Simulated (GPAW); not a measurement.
# CdS (Greenockite) (P6_3mc) in GPAW: further runs

Aim: see how the results for CdS (Greenockite) move with the level of theory and the settings. Levels: TPSS, BLYP. Tasks: band structure.

Everything below comes from runs of GPAW 26.7.0. Logs are shortened: lines on timing, memory, paths and dates and some standing lists are left out, and cuts for length are marked. The log counts tension as positive stress, the text compression.

**The experiment to reproduce.**

“Isotope dependence of band-gap energy”, 2008, arxiv:0807.2152 quotes, for a bulk crystal of CdS: band gap 2.5809 ± 0.0002 eV.

The results are compared with them further down.

## 1. The crystal as given

Symmetry: P6_3mc, No. 186, hexagonal system. Conventional cell: a = 4.150 Å, b = 4.150 Å, c = 6.737 Å, α = 90.00°, β = 90.00°, γ = 120.00°. Around Cd (site symmetry 3m) lie 4 S at 2.53 to 2.54 Å. Around S (site symmetry 3m) lie 4 Cd at 2.53 to 2.54 Å.

## 2. Band structure, TPSS

Contents of run.py:

```python
from ase.dft.bandgap import bandgap
from ase.io import read, write
from ase.units import GPa
from gpaw import GPAW, PW

atoms = read('POSCAR')

calc = GPAW(mode=PW(600),
            xc='MGGA_X_TPSS+MGGA_C_TPSS',
            kpts={'size': (6, 6, 3), 'gamma': True},
            occupations={'name': 'fermi-dirac', 'width': 0.05},
            nbands=31,
            convergence={'density': 1e-05, 'energy': 1e-05},
            eigensolver='davidson',
            maxiter=150,
            txt='gpaw.txt')
atoms.calc = calc
energy = atoms.get_potential_energy()
forces = atoms.get_forces()
stress = atoms.get_stress()
calc.write('gs.gpw')
write('result.traj', atoms)
print(f'Energy: {energy:.6f} eV')
print('Forces (eV/A):')
print(forces.round(4))
print('Stress (GPa):', (stress / GPa).round(3))
print('Fermi level:', round(calc.get_fermi_level(), 4), 'eV')
print(f'Gap: {bandgap(calc)[0]:.4f} eV, direct: {bandgap(calc, direct=True)[0]:.4f} eV')

path = atoms.cell.bandpath('GMKGALHA,LM,KH', npoints=100, eps=1e-4)
bs_calc = calc.fixed_density(kpts=path, symmetry='off', nbands=51,
                             convergence={'bands': 'CBM+6.0', 'eigenstates': 1e-6}, txt='bands.txt')
bs = bs_calc.band_structure()
bs.write('bs.json')
print(f'Gap on the path: {bandgap(bs_calc)[0]:.4f} eV')
```

Contents of POSCAR:

```
CdS
1.0
    4.1500000000      0.0000000000      0.0000000000
   -2.0750000000      3.5940054257      0.0000000000
    0.0000000000      0.0000000000      6.7370000000
Cd S
2 2
Direct
    0.6666666667      0.3333333333      0.5000000000
    0.3333333333      0.6666666667      0.0000000000
    0.6666666667      0.3333333333      0.8750000000
    0.3333333333      0.6666666667      0.3750000000
```

Potentials or basis: GPAW PAW data sets (gpaw-data 1.2.1), pw.

Started as:

```sh
$ OMP_NUM_THREADS=1 python run.py
```

gpaw.txt:

```text
__  _  _
 | _ |_)|_||  |
 |__||  | ||/\| - 26.7.0

Input parameters:
  mode=PW(ecut=600.0),
  convergence={'density': 1e-05, 'energy': 1e-05},
  eigensolver=Davidson(niter=2),
  kpts=MonkhorstPack(size=(6, 6, 3), gamma=True),
  maxiter=150,
  nbands=31,
  occupations=Occupations(name='fermi-dirac', width=0.05),
  xc=XC(name='MGGA_X_TPSS+MGGA_C_TPSS')

Diagonalizing LCAO Hamiltonian
Converting LCAO to pw mode

            S

            Cd
        S

        Cd

Atoms  # Å, Bohr magnetons
|   | symbol |         x |        y |        z |    initial magnetic moments |
|---|--------|-----------|----------|----------|-----------------------------|
| 0 |     Cd |  2.075000 | 1.198002 | 3.368500 | ( 0.0000,  0.0000,  0.0000) |
| 1 |     Cd | -0.000000 | 2.396004 | 0.000000 | ( 0.0000,  0.0000,  0.0000) |
| 2 |      S |  2.075000 | 1.198002 | 5.894875 | ( 0.0000,  0.0000,  0.0000) |
| 3 |      S | -0.000000 | 2.396004 | 2.526375 | ( 0.0000,  0.0000,  0.0000) |

Unit cell  # Å
| periodic |         x |        y |        z |  lengths |     angles |
|----------|-----------|----------|----------|----------|------------|
|      yes |  4.150000 | 0.000000 | 0.000000 | 4.150000 |  90.000000 |
|      yes | -2.075000 | 3.594005 | 0.000000 | 4.150000 |  90.000000 |
|      yes |  0.000000 | 0.000000 | 6.737000 | 6.737000 | 120.000000 |

Number of symmetries: 6
Symmetry operations  # r_c * U_cc + t_c -> r_c
|   | kind |            matrix            |
|---|------|------------------------------|
| 0 |  σ   |  1, 1, 0,  0,-1, 0,  0, 0, 1 |
| 1 |  E   |  1, 0, 0,  0, 1, 0,  0, 0, 1 |
| 2 |  C3  |  0, 1, 0, -1,-1, 0,  0, 0, 1 |
| 3 |  σ   |  0,-1, 0, -1, 0, 0,  0, 0, 1 |
| 4 |  σ   | -1, 0, 0,  1, 1, 0,  0, 0, 1 |
| 5 |  C3  | -1,-1, 0,  1, 0, 0,  0, 0, 1 |

BZ-sampling:
  Number of BZ points: 108
  Number of IBZ points: 17

  Monkhorst-Pack size: [6, 6, 3]
  Monkhorst-Pack shift: [0.08333333333333333, 0.08333333333333333, 0.0]

K-points  # in reciprocal-cell coordinates
|     |                                coordinates |     weight |
|-----|--------------------------------------------|------------|
|   0 | (  0.00000000,   0.00000000,   0.00000000) | 0.00925926 |
|   1 | (  0.00000000,   0.00000000,   0.33333333) | 0.01851852 |
|   2 | (  0.16666667,   0.00000000,  -0.33333333) | 0.05555556 |
|   3 | (  0.16666667,   0.00000000,   0.00000000) | 0.05555556 |
|   4 | (  0.16666667,   0.00000000,   0.33333333) | 0.05555556 |
|   5 | (  0.33333333,  -0.16666667,   0.00000000) | 0.05555556 |
|   6 | (  0.33333333,  -0.16666667,   0.33333333) | 0.11111111 |
|   7 | (  0.33333333,   0.00000000,  -0.33333333) | 0.05555556 |
|   8 | (  0.33333333,   0.00000000,   0.00000000) | 0.05555556 |
|   9 | (  0.33333333,   0.00000000,   0.33333333) | 0.05555556 |
| ... |                                            |            |
|  16 | (  0.50000000,   0.50000000,   0.33333333) | 0.05555556 |

Plane wave coefficients: 3378
Cutoff: 600.0 eV

Spin-components: 1 (collinear spins)
Bands:           31
Projectors:      22
Spin-degeneracy: 2
Datatype:        complex128

Parallelization:
  kpt:    1
  domain: 1
  band:   1

Density:
  Valence electrons: 36.0
  Components: 1
  Grid points: [24 24 40]
  Charge: 0.0  # |e|

Potential:
  Grid points: [24 24 40]

species:
  Cd:
    name:    Cadmium
    Z:       48.0
    valence: 12
    core:    36
    charge:  0.0  # [|e|]
    compensation charges:
      type: gauss
      rc: 0.38  # [Å]
      lmax: 2
    cutoffs:
      filter: 2.12  # [Å]
      core: 2.62  # [Å]
    projectors
    | kind |    occ | energy [eV] | rcut [Å] |
    |------|--------|-------------|----------|
    |   5s |  2.000 |      -5.655 |    1.191 |
    |   5p |  0.000 |      -1.186 |    1.228 |
    |   4d | 10.000 |     -11.739 |    1.164 |
    |    s |        |      21.556 |    1.191 |
    |    p |        |      26.026 |    1.228 |
    |    d |        |      15.473 |    1.164 |

    Using partial waves for Cd as LCAO basis

  S:
    name:    Sulfur
    Z:       16.0
    valence: 6
    core:    10
    charge:  0.0  # [|e|]
    compensation charges:
      type: gauss
      rc: 0.24  # [Å]
      lmax: 2
    cutoffs:
      filter: 1.77  # [Å]
      core: 1.66  # [Å]
    projectors
    | kind |    occ | energy [eV] | rcut [Å] |
    |------|--------|-------------|----------|
    |   3s |  2.000 |     -17.254 |    0.974 |
    |   3p |  4.000 |      -7.008 |    0.979 |
    |    s |        |       9.957 |    0.974 |
    |    p |        |      20.203 |    0.979 |
    |    d |        |       0.000 |    0.900 |

    Using partial waves for S as LCAO basis

Reference energy: -326061.476468  # eV

eigensolver:
  Davidson
  Converge bands: occupied
  niter=2

density mixing:
  MSR1-Mixer
  Pratt-step length: 0.05
  Maximum mixing coefficient: 0.75
  Old densities: 10
  SVD Regularization: 0.005
  Good broyden scale: 1.0
  Trust region scale: 1.0
  Backstep threshold: 4.0
  History deletion threshold: 6.0
  Fourier metric: weight=20.0, sigma=0.015

occupation numbers:
  Fermi-Dirac:
    width: 0.0500  # eV

poisson solver:
  ecut: 4800.0  # eV

xc functional:
  name: MGGA_X_TPSS+MGGA_C_TPSS with 2 nearest neighbor stencil

convergence criteria:
- Maximum integral of absolute [dens]ity change: 1e-05 electrons / valence electron
- Maximum [total energy] change in last 3 cyles: 1e-05 eV / valence electron
- Maximum integral of absolute [eigenst]ate change: 4e-08 eV^2 / valence electron
maximum number of iterations: 150

SCF iterations
|iter     | |      energy | eigst |  dens |
|---------|-|-------------|-------|-------|
|iter:   1| |   94.770836 | +1.66 |       |
|iter:   2| |  -33.750986 | +0.90 | -0.70 |
|iter:   3| |  -36.335427 | -0.66 | -1.09 |
|iter:   4| |  -35.315095 | -1.89 | -1.08 |
|iter:   5| |  -34.971880 | -1.62 | -1.28 |
|iter:   6| |  -35.296166 | -1.72 | -1.52 |
|iter:   7| |  -35.276890 | -3.26 | -1.47 |
|iter:   8| |  -35.047093 | -2.49 | -1.48 |
|iter:   9| |  -35.040148 | -3.40 | -1.71 |
|iter:  10| |  -35.028007 | -4.09 | -1.80 |
|iter:  11| |  -35.021316 | -4.50 | -1.88 |
|iter:  12| |  -34.995301 | -3.09 | -1.94 |
|iter:  13| |  -34.997014 | -3.96 | -2.42 |
|iter:  14| |  -34.997175 | -5.21 | -3.26 |
|iter:  15| |  -34.997243c| -5.46 | -3.57 |
|iter:  16| |  -34.997243c| -6.93 | -4.17 |
|iter:  17| |  -34.997245c| -7.27 | -4.69 |
|iter:  18| |  -34.997245c| -8.28c| -5.19c|

Converged in 18 steps
Energy contributions relative to reference atoms: (reference = -326061.476468)

Energy contributions:
  Kinetic:          38.173890
  Coulomb:         -34.385981
  Zero:              0.273158
  External:          0.000000
  Xc:              -39.058312
  Entropy:          -0.000000
  Spinorbit:         0.000000
  ----------------------------
  Free energy:     -34.997245
  Extrapolated:    -34.997245

dipole moment: (-0.000008, -0.000017, -18.989918)  # |e|*Ang

Fermi level: 4.115
Eigenvalues  # (at kpt = [0.000, 0.000, 0.000])
| band index |      eig [eV] | occ [0-2] |
|------------|---------------|-----------|
|          0 |        -9.149 |     2.000 |
|        ... |               |           |
|         10 |        -3.706 |     2.000 |
|         11 |        -3.366 |     2.000 |
|         12 |        -0.953 |     2.000 |
|         13 |         2.629 |     2.000 |
|         14 |         2.629 |     2.000 |
|         15 |         3.360 |     2.000 |
[... 8 lines left out ...]
|         24 |        11.153 |     0.000 |
|         25 |        11.291 |     0.000 |
|        ... |               |           |
|         30 |        15.566 |     0.000 |

Gap: 1.378 eV
Transition (v -> c):
  (s=0, k=0, n=17, [0.00, 0.00, 0.00]) -> (s=0, k=0, n=18, [0.00, 0.00, 0.00])
No difference between direct/indirect transitions

Forces  # eV/Ang
|        x |       y |        z |
|----------|---------|----------|
| -0.00000 | 0.00000 | -0.07667 |  # Cd   0
|  0.00000 | 0.00000 | -0.07604 |  # Cd   1
|  0.00000 | 0.00000 |  0.07668 |  # S    2
|  0.00000 | 0.00000 |  0.07558 |  # S    3

Stress tensor  # eV/Ang^3
|         x |         y |         z |
|-----------|-----------|-----------|
| -0.009227 | -0.000000 | -0.000000 |
| -0.000000 | -0.009227 |  0.000000 |
| -0.000000 |  0.000000 | -0.012237 |

# Writing to gs.gpw (mode='')
```

It took 9.1 min on 1 thread of Arm Neoverse V2, shared host; peak memory 0.69 GiB.

Results:

```
Free energy             : -34.9972 eV
Pressure                : 1.6 GPa
Largest force           : 0.077 eV/Å
Band gap on the k mesh  : 1.38 eV, direct
Band gap along the path : 1.38 eV, direct
```

Forces in eV/Å, atoms in the order of the input:
```
Cd   0.000  0.000 -0.077
Cd   0.000  0.000 -0.076
S    0.000  0.000  0.077
S    0.000  0.000  0.076
```

Levels at the corners of the path, in eV from the valence-band top:
| point | band 15 | band 16 | band 17 | band 18 | band 19 | band 20 | band 21 | band 22 |
| --- | --- | --- | --- | --- | --- | --- | --- | --- |
| Γ | -0.77 | -0.04 | 0.00 | 0.00 | 1.38 | 2.97 | 6.65 | 6.65 |
| M | -2.65 | -1.89 | -1.29 | -0.74 | 3.88 | 4.07 | 5.28 | 6.58 |
| K | -3.08 | -1.85 | -1.85 | -1.61 | 4.83 | 5.25 | 5.25 | 7.36 |
| Γ | -0.77 | -0.04 | 0.00 | 0.00 | 1.38 | 2.97 | 6.65 | 6.65 |
| A | -0.40 | -0.40 | -0.40 | -0.40 | 3.02 | 3.02 | 6.35 | 6.35 |
| L | -1.34 | -1.34 | -1.33 | -1.33 | 3.66 | 3.66 | 5.55 | 5.55 |
| H | -2.40 | -2.40 | -1.13 | -1.13 | 4.57 | 4.57 | 6.28 | 6.28 |
| A | -0.40 | -0.40 | -0.40 | -0.40 | 3.02 | 3.02 | 6.35 | 6.35 |
| L | -1.34 | -1.34 | -1.33 | -1.33 | 3.66 | 3.66 | 5.55 | 5.55 |
| M | -2.65 | -1.89 | -1.29 | -0.74 | 3.88 | 4.07 | 5.28 | 6.58 |
| K | -3.08 | -1.85 | -1.85 | -1.61 | 4.83 | 5.25 | 5.25 | 7.36 |
| H | -2.40 | -2.40 | -1.13 | -1.13 | 4.57 | 4.57 | 6.28 | 6.28 |

Caveat: the PAW data sets were made with another functional, which shifts forces and pressure a little.

## 3. Band structure, BLYP

Changes to run.py since step 2:

```diff
@@ -3,3 +3,5 @@
 from ase.units import GPa
-from gpaw import GPAW, PW
+from gpaw import GPAW, PW, setup_paths
+
+setup_paths.insert(0, '.')
 
@@ -8,3 +10,3 @@
 calc = GPAW(mode=PW(600),
-            xc='MGGA_X_TPSS+MGGA_C_TPSS',
+            xc='BLYP',
             kpts={'size': (6, 6, 3), 'gamma': True},
```

POSCAR is that of step 2.

Potentials or basis: PAW data sets generated in the run's folder for this functional, pw.

Started as:

```sh
$ gpaw-setup -f BLYP Cd S
$ OMP_NUM_THREADS=1 python run.py
```

It took 2.9 min on 1 thread of Arm Neoverse V2, shared host; peak memory 0.57 GiB.

It converged, with:

```
Free energy             : -10.5209 eV
Pressure                : 5.0 GPa
Largest force           : 0.065 eV/Å
Band gap on the k mesh  : 1.12 eV, direct
Band gap along the path : 1.12 eV, direct
```

Forces in eV/Å, atoms in the order of the input:
```
Cd   0.000  0.000 -0.064
Cd   0.000  0.000 -0.064
S    0.000  0.000  0.065
S    0.000  0.000  0.065
```

Stress tensor (GPa, compression positive):
```
4.76 0.00 0.00
0.00 4.76 0.00
0.00 0.00 5.56
```

Levels at the corners of the path, in eV from the valence-band top:
```csv
point,band 15,band 16,band 17,band 18,band 19,band 20,band 21,band 22
Γ,-0.76,-0.04,0.00,0.00,1.12,2.73,6.42,6.42
M,-2.60,-1.84,-1.27,-0.73,3.64,3.88,5.16,6.32
K,-3.02,-1.81,-1.81,-1.58,4.73,4.96,4.96,7.22
Γ,-0.76,-0.04,0.00,0.00,1.12,2.73,6.42,6.42
A,-0.39,-0.39,-0.39,-0.39,2.77,2.77,6.19,6.19
L,-1.32,-1.32,-1.31,-1.31,3.46,3.46,5.40,5.40
H,-2.36,-2.36,-1.11,-1.11,4.33,4.33,6.16,6.16
A,-0.39,-0.39,-0.39,-0.39,2.77,2.77,6.19,6.19
L,-1.32,-1.32,-1.31,-1.31,3.46,3.46,5.40,5.40
M,-2.60,-1.84,-1.27,-0.73,3.64,3.88,5.16,6.32
K,-3.02,-1.81,-1.81,-1.58,4.73,4.96,4.96,7.22
H,-2.36,-2.36,-1.11,-1.11,4.33,4.33,6.16,6.16
```

## 4. How close it comes

Step 2. A measured gap of CdS is 2.5809 eV (quoted in “Isotope dependence of band-gap energy”, 2008, arxiv:0807.2152); the calculated 1.38 eV misses it by -1.20 eV. Spin-orbit coupling on Cd is left out. The value is that of TPSS, without temperature or zero-point motion.

Step 3. Measured gap of CdS: 2.5809 eV (quoted in “Isotope dependence of band-gap energy”, 2008, arxiv:0807.2152). This calculation gives 1.12 eV (-1.46 eV). So large a miss can be the level of theory's own, or it may mean another phase, state or a wrong row. Spin-orbit coupling on Cd is left out. The value is that of BLYP, without temperature or zero-point motion. Semilocal functionals fall short of measured gaps as a rule.
